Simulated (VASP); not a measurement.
KF:

```xyz
2
Lattice="3.2149 0.0000 0.0000 0.0000 3.2149 0.0000 0.0000 0.0000 3.2149" Properties=species:S:1:pos:R:3 pbc="T T T"
K     0.0000    0.0000    0.0000
F     1.6075    1.6075    1.6075
```

The cell comes from a database or a generator and needn't be the stable form of this composition.

The cell isn't the ideal one: volume scaled by 0.96.

```yaml
Program: VASP 6.6.1
Task: relaxation of cell and atoms
Functional: PBE
Dispersion: TS
Potentials_or_basis: VASP PAW PBE potentials, release 64 (K_sv, F_h)
Cutoff: 980 eV
k_mesh: 8 × 8 × 8
Occupations: fermi-dirac, width 0.1 eV
Spin: no spin polarisation
```

At the start: pressure -6.5 GPa; volume 16.61 Å³/atom.

**Question.** Where does the relaxation end?

**Answer.** Over 8 steps the energy falls by 459.3 meV/atom and the volume is 10.80 Å³/atom (-35.0 %); space group Pm-3m (No. 221, to 0.05 Å).

The path:
| step | energy change (eV) | largest force (eV/Å) | pressure (GPa) | volume (Å³) |
| --- | --- | --- | --- | --- |
| 1 | 0.0000 | 0.0000 | -6.51 | 33.23 |
| 2 | -0.1928 | 0.0000 | -10.54 | 30.09 |
| 3 | -0.9130 | 0.0000 | -2.26 | 21.86 |
| 4 | -0.8951 | 0.0000 | 11.80 | 20.53 |
| 5 | -0.9180 | 0.0000 | -0.39 | 21.63 |
| 6 | -0.9199 | 0.0000 | 1.40 | 21.43 |
| 7 | -0.9116 | 0.0000 | -2.65 | 21.91 |
| 8 | -0.9185 | 0.0000 | -0.03 | 21.59 |

Final structure:
```yaml
crystal:
  lattice:
    - [2.78469, 0.00000, 0.00000]
    - [0.00000, 2.78469, 0.00000]
    - [0.00000, 0.00000, 2.78469]
  atoms:
    - { symbol: K, position: [0.00000, 0.00000, 0.00000] }
    - { symbol: F, position: [0.50000, 0.50000, 0.50000] }
```
